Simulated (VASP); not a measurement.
# SnSe (Fm-3m) in VASP: further runs, part 2 of 2

VASP 6.6.1. The steps go on from the part before.

**3. Band structure, PBEsol**

File INCAR:

```
  ALGO = Normal
  EDIFF = 1E-6
  ENCUT = 520
  GGA = PS
  ICORELEVEL = 1
  ISIF = 2
  ISMEAR = 0
  LASPH = T
  LCHARG = F
  LREAL = F
  LWAVE = F
  NBANDS = 17
  NELM = 80
  PREC = Accurate
  SIGMA = 0.03
```

File KPOINTS:

```
k-points
0
Gamma
  10 10 10
```

File POSCAR:

```
SnSe                                    
1.0
    0.0000000000      2.9758393126      2.9758393126
    2.9758393126      0.0000000000      2.9758393126
    2.9758393126      2.9758393126      0.0000000000
  Sn              Se            
     1     1
Direct
     0.0000000000000000    0.0000000000000000    0.0000000000000000
     0.5000000000000000    0.5000000000000000    0.5000000000000000
```

KPOINTS_OPT is that of step 2.

Potentials or basis: VASP PAW PBE potentials, release 64 (Sn_d, Se).

On the command line:

```console
cat potpaw_PBE.64/Sn_d/POTCAR potpaw_PBE.64/Se/POTCAR > POTCAR
mpirun -np 1 vasp_std > vasp.out
```

OUTCAR:

```text
EDIFF = 1E-6
   ENCUT = 520
   GGA = PS
   ISIF = 2
   ISMEAR = 0
   LASPH = T
   LREAL = F
   NELM = 80
   PREC = Accurate

 ion  position               nearest neighbor table
   1  0.000  0.000  0.000-   2 2.98   2 2.98   2 2.98   2 2.98   2 2.98   2 2.98
   2  0.500  0.500  0.500-   1 2.98   1 2.98   1 2.98   1 2.98   1 2.98   1 2.98

  LATTYP: Found a face centered cubic cell.
 ALAT       =     5.9516786252

  Lattice vectors:

 A1 = (   0.0000000000,   2.9758393126,   2.9758393126)
 A2 = (   2.9758393126,   0.0000000000,   2.9758393126)
 A3 = (   2.9758393126,   2.9758393126,   0.0000000000)

Analysis of symmetry for initial positions (statically):
=====================================================================
 Subroutine PRICEL returns:
 Original cell was already a primitive cell.

 Routine SETGRP: Setting up the symmetry group for a
 face centered cubic supercell.

 Subroutine GETGRP returns: Found 48 space group operations
 (whereof 48 operations were pure point group operations)
 out of a pool of 48 trial point group operations.

The static configuration has the point symmetry O_h .

Analysis of symmetry for dynamics (positions and initial velocities):
=====================================================================
 Subroutine PRICEL returns:
 Original cell was already a primitive cell.

 Routine SETGRP: Setting up the symmetry group for a
 face centered cubic supercell.

 Subroutine GETGRP returns: Found 48 space group operations
 (whereof 48 operations were pure point group operations)
 out of a pool of 48 trial point group operations.

The dynamic configuration has the point symmetry O_h .

 Subroutine INISYM returns: Found 48 space group operations
 (whereof 48 operations are pure point group operations),
 and found     1 'primitive' translations

----------------------------------------------------------------------------------------

                                     Primitive cell

[... 115 lines left out ...]
   GGA     = PS    functional components
   LHFCALC =     F    Hartree Fock is set to
   AEXX    =    0.0000 exact exchange contribution
   IVDW    =     0    specifies the selected vdW correction
   LEPSILON=     F    determine dielectric tensor
   LRPA    =     F    only Hartree local field effects (RPA)
 non-spin polarized calculation
 Gauss-broadening in eV      SIGMA  =   0.03
  energy-cutoff  :      520.00
  volume of cell :       52.71
 maximum number of plane-waves:      1430
   NGX = 15   NGY = 15   NGZ = 15

 number of electron      20.0000007 magnetization

 Free energy of the ion-electron system (eV)
  ---------------------------------------------------
  ext. energy  EPLUGINS =         0.00000000
  ---------------------------------------------------
  free energy    TOTEN  =        -8.97775464 eV

  energy without entropy =       -8.97775464  energy(sigma->0) =       -8.97775464

 the core state eigenenergies are
   1-  1s -28997.2269  2s  -4368.6905  2p  -3920.3169  3s   -834.8795  3p   -688.4277
       3d   -463.1439  4s   -123.7335  4p    -79.5070
   2-  1s -12491.9939  2s  -1595.4967  2p  -1401.8472  3s   -202.1604  3p   -141.6315
       3d    -41.8172

 E-fermi :   5.9283     XC(G=0):  -9.9298

 val. band max:        5.7926351271   @ k =  -0.2000   0.2000   0.0000
 cond. band min:       6.2697562015   @ k =  -0.4000   0.1000   0.0000
 fundamental gap:      0.4771210744
 Fermi energy:         5.9282943220

 k-point     1 :       0.0000    0.0000    0.0000
  band No.  band energies     occupation
      1     -15.6500      2.00000
      2     -15.6500      2.00000
      3     -15.6493      2.00000
      4     -15.6493      2.00000
      5     -15.6493      2.00000
      6      -8.2842      2.00000
[... 457 lines left out ...]
      4     -15.6336      2.00000
      5     -15.6326      2.00000
      6      -7.2665      2.00000
[... 9 lines left out ...]
     16      16.5793      0.00000
     17      17.2645      0.00000

 [... further k-points ...]

------------------------ aborting loop because EDIFF is reached ----------------------------------------

  FORCE on cell =-STRESS in cart. coord.  units (eV):
  Direction    XX          YY          ZZ          XY          YZ          ZX
  --------------------------------------------------------------------------------------
  -------------------------------------------------------------------------------------
  Total       -0.0138844     -0.0138844     -0.0138844      0.0000000     -0.0000000      0.0000000
  in kB       -0.4220650     -0.4220650     -0.4220650      0.0000000     -0.0000000      0.0000000
  external PRESSURE =      -0.4220650 kB  Pullay stress =       0.0000000 kB

 VOLUME and BASIS-vectors are now :
 -----------------------------------------------------------------------------
  energy-cutoff  :      520.00
  volume of cell :       52.71
      direct lattice vectors                 reciprocal lattice vectors
     0.000000000  2.975839313  2.975839313    -0.168019825  0.168019825  0.168019825
     2.975839313  0.000000000  2.975839313     0.168019825 -0.168019825  0.168019825
     2.975839313  2.975839313  0.000000000     0.168019825  0.168019825 -0.168019825

 POSITION                                       TOTAL-FORCE (eV/Angst)
 -----------------------------------------------------------------------------------
      0.00000      0.00000      0.00000         0.000000      0.000000      0.000000
      2.97584      2.97584      2.97584         0.000000      0.000000      0.000000
 -----------------------------------------------------------------------------------
    total drift:                                0.000000     -0.000000     -0.000000

  FREE ENERGIE OF THE ION-ELECTRON SYSTEM (eV)
  ---------------------------------------------------
  free  energy   TOTEN  =        -8.9777546433 eV

  energy  without entropy=       -8.9777546433  energy(sigma->0) =       -8.97775464
```

OSZICAR:

```text
N       E                     dE             d eps       ncg     rms          rms(c)
DAV:   1     0.132742191861E+03    0.13274E+03   -0.97802E+03  1626   0.144E+03
DAV:   2     0.378423290172E+01   -0.12896E+03   -0.12452E+03  1742   0.353E+02
[... 39 lines left out ...]
DAV:   8    -0.736892271771E+04   -0.12725E-05     1621
DAV:   9    -0.736892271792E+04   -0.21106E-06     1503
       N       E                     dE             ncg
DAV:   1     0.181379108107E+05   -0.12056E+05      612
DAV:   2     0.158799899207E+05   -0.22579E+04      630
DAV:   3     0.156608129997E+05   -0.21918E+03      802
DAV:   4     0.156551750564E+05   -0.56379E+01      797
DAV:   5     0.156550279316E+05   -0.14712E+00      920
DAV:   6     0.156550229319E+05   -0.49997E-02      881
DAV:   7     0.156550228898E+05   -0.42089E-04      933
DAV:   8     0.156550228889E+05   -0.87954E-06      673
```

stdout:

```text
POSCAR found type information on POSCAR SnSe
 POSCAR found :  2 types and       2 ions
 scaLAPACK will be used
 -----------------------------------------------------------------------------
|                                                                             |
|                                                                             |
|     You enforced a specific xc type in the INCAR file but a different       |
|     I HOPE YOU KNOW WHAT YOU ARE DOING!                                     |
|                                                                             |
 -----------------------------------------------------------------------------

 LDA part: xc-table for (Slater+PW92), standard interpolation
 POSCAR, INCAR and KPOINTS ok, starting setup
 FFT: planning ... GRIDC
 FFT: planning ... GRID_SOFT
 FFT: planning ... GRID
 WAVECAR not read
 entering main loop
 Start KPOINTS_OPT (optional k-point list driver)
k-point batch [1-47\159]
k-point batch [48-94\159]
k-point batch [95-141\159]
k-point batch [142-159\159]
```

It took 53 s on 1 thread of Intel Xeon Platinum 8488C (Sapphire Rapids), shared host; peak memory 0.21 GiB.

What came out:

```yaml
Free_energy: -8.9778 eV
Pressure: 0.0 GPa
Band_gap_along_the_path: 0.09 eV, direct
```

Levels at the corners of the path, in eV from the valence-band top:
| point | band 7 | band 8 | band 9 | band 10 | band 11 | band 12 | band 13 | band 14 |
| --- | --- | --- | --- | --- | --- | --- | --- | --- |
| Γ | -5.08 | -2.37 | -2.37 | -2.37 | 4.33 | 4.33 | 4.33 | 5.67 |
| X | -6.14 | -5.83 | -3.90 | -3.90 | 2.72 | 5.43 | 5.43 | 6.07 |
| X | -6.14 | -5.83 | -3.90 | -3.90 | 2.72 | 5.43 | 5.43 | 6.07 |
| W | -7.13 | -5.03 | -5.03 | -0.88 | 1.39 | 4.69 | 4.69 | 7.21 |
| W | -7.13 | -5.03 | -5.03 | -0.88 | 1.39 | 4.69 | 4.69 | 7.21 |
| K | -7.24 | -5.40 | -3.40 | -2.64 | 3.17 | 3.60 | 5.14 | 5.37 |
| K | -7.24 | -5.40 | -3.40 | -2.64 | 3.17 | 3.60 | 5.14 | 5.37 |
| Γ | -5.08 | -2.37 | -2.37 | -2.37 | 4.33 | 4.33 | 4.33 | 5.67 |
| Γ | -5.08 | -2.37 | -2.37 | -2.37 | 4.33 | 4.33 | 4.33 | 5.67 |
| L | -8.35 | -2.11 | -2.11 | -0.20 | 0.61 | 1.10 | 1.10 | 8.13 |
| L | -8.35 | -2.11 | -2.11 | -0.20 | 0.61 | 1.10 | 1.10 | 8.13 |
| U | -7.24 | -5.40 | -3.40 | -2.64 | 3.17 | 3.60 | 5.14 | 5.37 |
| U | -7.24 | -5.40 | -3.40 | -2.64 | 3.17 | 3.60 | 5.14 | 5.37 |
| W | -7.13 | -5.03 | -5.03 | -0.88 | 1.39 | 4.69 | 4.69 | 7.21 |
| W | -7.13 | -5.03 | -5.03 | -0.88 | 1.39 | 4.69 | 4.69 | 7.21 |
| L | -8.35 | -2.11 | -2.11 | -0.20 | 0.61 | 1.10 | 1.10 | 8.13 |
| L | -8.35 | -2.11 | -2.11 | -0.20 | 0.61 | 1.10 | 1.10 | 8.13 |
| K | -7.24 | -5.40 | -3.40 | -2.64 | 3.17 | 3.60 | 5.14 | 5.37 |
| U | -7.24 | -5.40 | -3.40 | -2.64 | 3.17 | 3.60 | 5.14 | 5.37 |
| X | -6.14 | -5.83 | -3.90 | -3.90 | 2.72 | 5.43 | 5.43 | 6.07 |

Core levels (eV, on the scale of the bands):
| atom | levels |
| --- | --- |
| 1 Sn | 1s -28997.2, 2s -4368.7, 2p -3920.3, 3s -834.9, 3p -688.4, 3d -463.1, 4s -123.7, 4p -79.5 |
| 2 Se | 1s -12492.0, 2s -1595.5, 2p -1401.8, 3s -202.2, 3p -141.6, 3d -41.8 |

Caveat: the PAW data sets were made with another functional, which shifts forces and pressure a little; spin-orbit coupling is left out, which moves the levels of the heavy elements.
